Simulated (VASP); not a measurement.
# Co (R-3m) in VASP: a series of runs, part 2 of 3

VASP 6.6.1. The steps go on from the part before.

### 3 Single point, PBEsol, collinear spin, typed start

This run uses another cell than the first one, of 12.60 Å³/atom, 1.217 times its volume.

INCAR reads:

```
SYSTEM = Co
  ALGO = Normal
  EDIFF = 1E-7
  ENCUT = 520
  GGA = PS
  ISIF = 2
  ISMEAR = 0
  ISPIN = 2
  LASPH = .TRUE.
  LCHARG = .FALSE.
  LMAXMIX = 4
  LORBIT = 11
  LREAL = .FALSE.
  LWAVE = .FALSE.
  MAGMOM = 3 3 3
  NBANDS = 24
  NELM = 150
  PREC = Accurate
  SIGMA = 0.1
```

KPOINTS reads:

```
k-points
0
G
  9 9 9
  0 0 0
```

POSCAR reads:

```
Co
1.0
    1.3117743877      0.7573532958      6.3397233053
   -1.3117743877      0.7573532958      6.3397233053
    0.0000000000     -1.5147065918      6.3397233053
Co
3
Direct
    0.0000000000      0.0000000000      0.0000000000
    0.2222200000      0.2222200000      0.2222200000
    0.7777800000      0.7777800000      0.7777800000
```

Potentials or basis: VASP PAW PBE potentials, release 64 (Co).

Launch:

```
cat potpaw_PBE.64/Co/POTCAR > POTCAR
mpirun -np 1 vasp_std > vasp.out
```

OUTCAR:

```text
SYSTEM = Co
   EDIFF = 1E-7
   ENCUT = 520
   GGA = PS
   ISIF = 2
   ISMEAR = 0
   ISPIN = 2
   LASPH = .TRUE.
   LORBIT = 11
   LREAL = .FALSE.
   NELM = 150
   PREC = Accurate

 ion  position               nearest neighbor table
   1  0.000  0.000  0.000-   3 2.60   3 2.60   2 2.60   2 2.60   3 2.60   2 2.60
   2  0.222  0.222  0.222-   3 2.60   3 2.60   3 2.60   1 2.60   1 2.60   1 2.60
   3  0.778  0.778  0.778-   2 2.60   2 2.60   2 2.60   1 2.60   1 2.60   1 2.60

  LATTYP: Found a trigonal (rhomboedric) cell.
 ALAT       =     6.5181613701
 COS(alpha) =     0.9189975651
[... 1521 lines left out ...]
  energy-cutoff  :      520.00
  volume of cell :       37.79
      direct lattice vectors                 reciprocal lattice vectors
     1.311774388  0.757353296  6.339723305     0.381163106  0.220064622  0.052578530
    -1.311774388  0.757353296  6.339723305    -0.381163106  0.220064622  0.052578530
     0.000000000 -1.514706592  6.339723305     0.000000000 -0.440129244  0.052578530

 POSITION                                       TOTAL-FORCE (eV/Angst)
 -----------------------------------------------------------------------------------
      0.00000      0.00000      0.00000        -0.000000      0.000000      0.000000
      0.00000     -0.00000      4.22644         0.000000      0.000000     -0.020740
      0.00000     -0.00000     14.79273         0.000000     -0.000000      0.020740
 -----------------------------------------------------------------------------------
    total drift:                                0.000000     -0.000000      0.000000

  FREE ENERGIE OF THE ION-ELECTRON SYSTEM (eV)
  ---------------------------------------------------
  free  energy   TOTEN  =       -22.4218522005 eV

  energy  without entropy=      -22.4016294692  energy(sigma->0) =      -22.41174083

 total charge

# of ion       s       p       d       tot
------------------------------------------
    1        0.436   0.411   7.169   8.017
    2        0.435   0.412   7.169   8.016
    3        0.435   0.412   7.169   8.016
--------------------------------------------------
tot          1.307   1.234  21.507  24.048

 magnetization (x)

# of ion       s       p       d       tot
------------------------------------------
    1       -0.011  -0.043   1.851   1.797
    2       -0.010  -0.043   1.855   1.802
    3       -0.010  -0.043   1.855   1.802
--------------------------------------------------
tot         -0.031  -0.129   5.561   5.401
```

stdout:

```text
POSCAR found type information on POSCAR Co
 POSCAR found :  1 types and       3 ions
 scaLAPACK will be used
 -----------------------------------------------------------------------------
|                                                                             |
|                                                                             |
|     You enforced a specific xc type in the INCAR file but a different       |
|     I HOPE YOU KNOW WHAT YOU ARE DOING!                                     |
|                                                                             |
 -----------------------------------------------------------------------------

 LDA part: xc-table for (Slater+PW92), standard interpolation
 POSCAR, INCAR and KPOINTS ok, starting setup
 FFT: planning ... GRIDC
 FFT: planning ... GRID_SOFT
 FFT: planning ... GRID
 WAVECAR not read
 entering main loop
```

Run time: 13 min. Hardware: 1 thread of Intel Xeon Platinum 8375C at 2.90GHz (Ice Lake), shared host; peak memory 0.45 GiB.

What came out:

```
Free energy                                           : -22.4219 eV
Pressure                                              : -29.0 GPa
Largest force                                         : 0.021 eV/Å
Band gap on the k mesh                                : none (metal or under the smearing width)
Net moment                                            : 5.29 μB per cell
Site moments                                          : Co +1.80 μB
Valence electrons inside the program's atomic spheres : Co 8.02
```

Forces in eV/Å, atoms in the order of the input:
```
Co   0.000  0.000  0.000
Co   0.000  0.000 -0.021
Co   0.000  0.000  0.021
```

Caveat: a pressure of tens of GPa on the cell as given is suspect, and the run, the potentials or the cell itself is likely at fault; the PAW data sets were made with another functional, which shifts forces and pressure a little.

### 4 Single point, PBEsol, collinear spin, typed start

This run uses another cell than the first one: it holds 2 atoms, not 3.

INCAR reads:

```
PREC     = Accurate       # precision mode
ENCUT    = 520            # plane-wave cutoff, eV
EDIFF    = 1E-6           # SCF threshold, eV
ISMEAR   = 0              # smearing method
SIGMA    = 0.1            # smearing width, eV
LREAL    = F              # projectors in reciprocal space
LASPH    = T              # aspherical terms in the spheres
NELM     = 150            # most SCF steps
ALGO     = Normal         # electronic algorithm
ISIF     = 2              # what is computed and relaxed
LWAVE    = F              # write WAVECAR
LCHARG   = T              # write CHGCAR
ISPIN    = 2              # spin polarisation
MAGMOM   = 3 3            # initial moments
LORBIT   = 11             # projections on sites
LMAXMIX  = 4              # l up to which the mixer works
GGA      = PS             # functional
LELF     = T              # ELF
LVHAR    = T            
NBANDS   = 20             # bands
```

KPOINTS reads:

```
regular mesh
0
Gamma
  8 8 8
```

POSCAR reads:

```
Co
1.0
   -2.1687425347      2.1687425347      1.1830890865
    2.1687425347     -2.1687425347      1.1830890865
    2.1687425347      2.1687425347     -1.1830890865
Co
2
Direct
    0.0000000000      0.0000000000      0.0000000000
    0.7500000000      0.2500000000      0.5000000000
```

Launch:

```
cat potpaw_PBE.64/Co/POTCAR > POTCAR
mpirun -np 1 vasp_std > vasp.out
```

It took 16 s on 1 thread of Intel Xeon 6975P-C (Granite Rapids), shared host; peak memory 0.17 GiB.

Results (log left out):

```yaml
Free_energy: -14.2906 eV
Pressure: 6.1 GPa
Band_gap_on_the_k_mesh: none (metal or under the smearing width)
Net_moment: 3.42 μB per cell
Site_moments: Co +1.71 μB
Valence_electrons_inside_the_program's_atomic_spheres: Co 8.35
```

Stress tensor (GPa, compression positive):
```
8.32 0.00 0.00
0.00 8.32 0.00
0.00 0.00 1.75
```

Levels at points of the mesh, in eV from the Fermi level:
Spin up:
| k point | band 8 | band 9 | band 10 | band 11 | band 12 | band 13 | band 14 | band 15 |
| --- | --- | --- | --- | --- | --- | --- | --- | --- |
| (0.00, 0.00, 0.00) | -1.65 | -1.65 | -0.78 | 0.11 | 6.29 | 6.29 | 12.59 | 14.32 |
| (0.50, 0.00, 0.00) | -1.60 | -0.86 | -0.74 | 1.16 | 4.64 | 8.02 | 8.40 | 12.54 |
| (0.50, 0.50, 0.00) | -1.90 | -1.19 | -1.19 | -0.91 | -0.91 | 12.68 | 12.68 | 15.22 |
| (0.50, 0.50, 0.50) | -1.56 | -1.49 | -1.49 | -1.29 | -1.29 | 4.82 | 4.82 | 20.19 |
Spin down:
```csv
k point,band 3,band 4,band 5,band 6,band 7,band 8,band 9,band 10,band 11,band 12
"(0.00, 0.00, 0.00)",-3.02,-2.60,-2.05,0.20,0.20,0.24,0.24,1.38,1.81,6.53
"(0.50, 0.00, 0.00)",-2.73,-2.33,-0.88,-0.82,-0.80,0.41,0.88,0.93,2.42,5.70
"(0.50, 0.50, 0.00)",-2.47,-2.47,-1.70,-1.70,-0.16,-0.16,0.71,0.71,0.95,0.95
"(0.50, 0.50, 0.50)",-2.11,-2.11,-1.21,-1.21,-0.08,-0.08,0.39,0.39,0.44,0.44
```

Caveat: the k mesh is coarse (spacing up to 0.38 Å⁻¹), so the values aren't converged; the PAW data sets were made with another functional, which shifts forces and pressure a little.

### 5 Single point, PBEsol

This run uses another cell than the first one: it holds 2 atoms, not 3.

INCAR reads:

```
ALGO = Normal
EDIFF = 1E-6
ENCUT = 520
GGA = PS
ISIF = 2
ISMEAR = 0
LASPH = T
LCHARG = F
LREAL = F
LWAVE = F
NBANDS = 16
NELM = 100
PREC = Accurate
SIGMA = 0.1
```

KPOINTS reads:

```
k-points
0
Gamma
  6 6 6
```

POSCAR reads:

```
Co
1.0
    0.0000000000      2.4205250217      2.4205250217
    2.4205250217      0.0000000000      2.4205250217
    2.4205250217      2.4205250217      0.0000000000
Co
2
Direct
    0.5000000000      0.5000000000      0.5000000000
    0.7500000000      0.7500000000      0.7500000000
```

Potentials or basis: VASP PAW PBE potentials, release 64 (Co).

Launch:

```
cat potpaw_PBE.64/Co/POTCAR > POTCAR
mpirun -np 1 vasp_std > vasp.out
```

OUTCAR:

```text
EDIFF = 1E-6
   ENCUT = 520
   GGA = PS
   ISIF = 2
   ISMEAR = 0
   LASPH = T
   LREAL = F
   NELM = 100
   PREC = Accurate

 ion  position               nearest neighbor table
   1  0.500  0.500  0.500-   2 2.10   2 2.10   2 2.10   2 2.10
   2  0.750  0.750  0.750-   1 2.10   1 2.10   1 2.10   1 2.10

  LATTYP: Found a face centered cubic cell.
 ALAT       =     4.8410500434

  Lattice vectors:

 A1 = (   0.0000000000,   2.4205250217,   2.4205250217)
 A2 = (   2.4205250217,   0.0000000000,   2.4205250217)
 A3 = (   2.4205250217,   2.4205250217,   0.0000000000)

Analysis of symmetry for initial positions (statically):
=====================================================================
 Subroutine PRICEL returns:
 Original cell was already a primitive cell.

 Routine SETGRP: Setting up the symmetry group for a
 face centered cubic supercell.

 Subroutine GETGRP returns: Found 48 space group operations
 (whereof 24 operations were pure point group operations)
 out of a pool of 48 trial point group operations.

The static configuration has the point symmetry T_d .
 The point group associated with its full space group is O_h .

[... 153 lines left out ...]

 E-fermi :   6.7244     XC(G=0): -11.7863

 val. band max:        6.6690286451   @ k =   0.5000   0.3333   0.1667
 cond. band min:       6.7435575468   @ k =  -0.1667   0.1667   0.0000
 fundamental gap:      0.0745289017
 Fermi energy:         6.7243581241

 k-point     1 :       0.0000    0.0000    0.0000
  band No.  band energies     occupation
      1      -0.4681      2.00000
      2       3.4927      2.00000
      3       3.4927      2.00000
      4       3.6752      2.00000
      5       3.6752      2.00000
      6       3.6752      2.00000
[... 281 lines left out ...]
      3       3.9674      2.00000
      4       3.9674      2.00000
      5       4.6089      2.00000
      6       4.6089      2.00000
[... 8 lines left out ...]
     15      20.1874      0.00000
     16      20.1874      0.00000

------------------------ aborting loop because EDIFF is reached ----------------------------------------

  FORCE on cell =-STRESS in cart. coord.  units (eV):
  Direction    XX          YY          ZZ          XY          YZ          ZX
  --------------------------------------------------------------------------------------
  -------------------------------------------------------------------------------------
  Total       -0.2509160     -0.2509160     -0.2509160     -0.0000000      0.0000000     -0.0000000
  in kB      -14.1736021    -14.1736021    -14.1736021     -0.0000000      0.0000000     -0.0000000
  external PRESSURE =     -14.1736021 kB  Pullay stress =       0.0000000 kB

 VOLUME and BASIS-vectors are now :
 -----------------------------------------------------------------------------
  energy-cutoff  :      520.00
  volume of cell :       28.36
      direct lattice vectors                 reciprocal lattice vectors
     0.000000000  2.420525022  2.420525022    -0.206566755  0.206566755  0.206566755
     2.420525022  0.000000000  2.420525022     0.206566755 -0.206566755  0.206566755
     2.420525022  2.420525022  0.000000000     0.206566755  0.206566755 -0.206566755

 POSITION                                       TOTAL-FORCE (eV/Angst)
 -----------------------------------------------------------------------------------
      2.42053      2.42053      2.42053         0.000000      0.000000      0.000000
      3.63079      3.63079      3.63079        -0.000000     -0.000000     -0.000000
 -----------------------------------------------------------------------------------
    total drift:                                0.000000      0.000000      0.000000

  FREE ENERGIE OF THE ION-ELECTRON SYSTEM (eV)
  ---------------------------------------------------
  free  energy   TOTEN  =       -12.6627039364 eV

  energy  without entropy=      -12.6442008699  energy(sigma->0) =      -12.65345240
```

OSZICAR:

```text
N       E                     dE             d eps       ncg     rms          rms(c)
DAV:   1     0.856136871069E+02    0.85614E+02   -0.84749E+03   512   0.144E+03
DAV:   2    -0.118878656859E+02   -0.97502E+02   -0.88203E+02   512   0.232E+02
DAV:   3    -0.145684583873E+02   -0.26806E+01   -0.26357E+01   624   0.559E+01
DAV:   4    -0.146064775708E+02   -0.38019E-01   -0.38011E-01   720   0.528E+00
DAV:   5    -0.146066695708E+02   -0.19200E-03   -0.19200E-03   640   0.423E-01    0.126E+01
DAV:   6    -0.135370591302E+02    0.10696E+01   -0.16451E+01   592   0.725E+01    0.699E+00
DAV:   7    -0.126890215712E+02    0.84804E+00   -0.32036E+00   600   0.314E+01    0.152E+00
DAV:   8    -0.126686409044E+02    0.20381E-01   -0.23673E-02   568   0.137E+00    0.698E-01
DAV:   9    -0.126627091882E+02    0.59317E-02   -0.56784E-03   720   0.116E+00    0.102E-01
DAV:  10    -0.126627018960E+02    0.72922E-05   -0.23498E-04   616   0.195E-01    0.299E-02
DAV:  11    -0.126627041224E+02   -0.22264E-05   -0.52918E-06   608   0.180E-02    0.208E-03
DAV:  12    -0.126627039364E+02    0.18598E-06   -0.12992E-07   328   0.490E-03
   1 F= -.12662704E+02 E0= -.12653452E+02  d E =-.185031E-01
```

stdout:

```text
POSCAR found type information on POSCAR Co
 POSCAR found :  1 types and       2 ions
 scaLAPACK will be used
 -----------------------------------------------------------------------------
|                                                                             |
|                                                                             |
|     You enforced a specific xc type in the INCAR file but a different       |
|     I HOPE YOU KNOW WHAT YOU ARE DOING!                                     |
|                                                                             |
 -----------------------------------------------------------------------------

 LDA part: xc-table for (Slater+PW92), standard interpolation
 POSCAR, INCAR and KPOINTS ok, starting setup
 FFT: planning ... GRIDC
 FFT: planning ... GRID_SOFT
 FFT: planning ... GRID
 WAVECAR not read
 entering main loop
```

Wall time 5.1 s (1 thread of Intel Xeon 6975P-C (Granite Rapids), shared host); peak memory 0.15 GiB.

What came out:

```
Free energy            : -12.6627 eV
Pressure               : -1.4 GPa
Band gap on the k mesh : none (metal or under the smearing width)
```

Levels at points of the mesh, in eV from the Fermi level:
| k point | band 5 | band 6 | band 7 | band 8 | band 9 | band 10 | band 11 | band 12 | band 13 | band 14 |
| --- | --- | --- | --- | --- | --- | --- | --- | --- | --- | --- |
| (0.00, 0.00, 0.00) | -3.05 | -3.05 | -1.13 | -1.13 | -1.13 | 0.31 | 0.31 | 13.72 | 13.72 | 13.72 |
| (0.50, 0.00, 0.00) | -3.06 | -3.06 | -1.63 | -0.62 | -0.62 | 0.08 | 0.08 | 1.56 | 10.06 | 10.06 |
| (0.50, 0.50, 0.00) | -2.10 | -2.10 | -1.42 | -1.42 | 0.26 | 0.26 | 1.93 | 1.93 | 4.98 | 4.98 |

Caveat: the k mesh is coarse (spacing up to 0.37 Å⁻¹), so the values aren't converged; the PAW data sets were made with another functional, which shifts forces and pressure a little; the run has no spin polarisation, though such a crystal can be magnetic.

[end of part 2 of 3]
